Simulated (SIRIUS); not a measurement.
Crystal: Cl.

```
Cl
1.0
     3.14500   -2.25000    0.00000
     3.14500    2.25000    0.00000
     0.00000    0.00000    8.21000
Cl
4
Direct
  0.37000 0.63000 0.40000
  0.13000 0.87000 0.90000
  0.63000 0.37000 0.60000
  0.87000 0.13000 0.10000
```

- Program: SIRIUS 7.10.0
- Task: single point
- Functional: PBE
- Potentials or basis: PseudoDojo 0.4.1 PBE standard (scalar relativistic)
- Cutoff: 807 eV
- Density cutoff: 3227 eV
- k mesh: 7 × 7 × 4
- Occupations: fermi-dirac, width 0.05 eV
- Spin: no spin polarisation

On this cell: pressure 0.6 GPa; largest force 0.095 eV/Å; band gap on the k mesh 2.47 eV.

The same run follows on a disturbed copy (atoms moved at random, drawn with an rms of 0.05 Å):

```
CELL_PARAMETERS angstrom
3.14500 -2.25000 0.00000
3.14500 2.25000 0.00000
0.00000 0.00000 8.21000
ATOMIC_POSITIONS crystal
Cl 0.38678 0.62888 0.40016
Cl 0.12135 0.88168 0.90159
Cl 0.62675 0.36759 0.60135
Cl 0.86819 0.13529 0.09859
```

Task: What does the disturbed cell give?

Result: The energy moves by +3.1 meV/atom; pressure 1.5 GPa; largest force 0.703 eV/Å; band gap on the k mesh 2.60 eV.

Forces on the atoms (eV/Å):
```
Cl  -0.027  0.103 -0.258
Cl  -0.007 -0.326 -0.620
Cl   0.026 -0.106  0.256
Cl   0.007  0.329  0.622
```

Stress tensor (GPa, compression positive):
```
1.18 0.01 0.02
0.01 1.27 0.56
0.02 0.56 2.00
```

Caveats: an odd mesh through Γ misses points on the zone boundary, where band edges often lie.
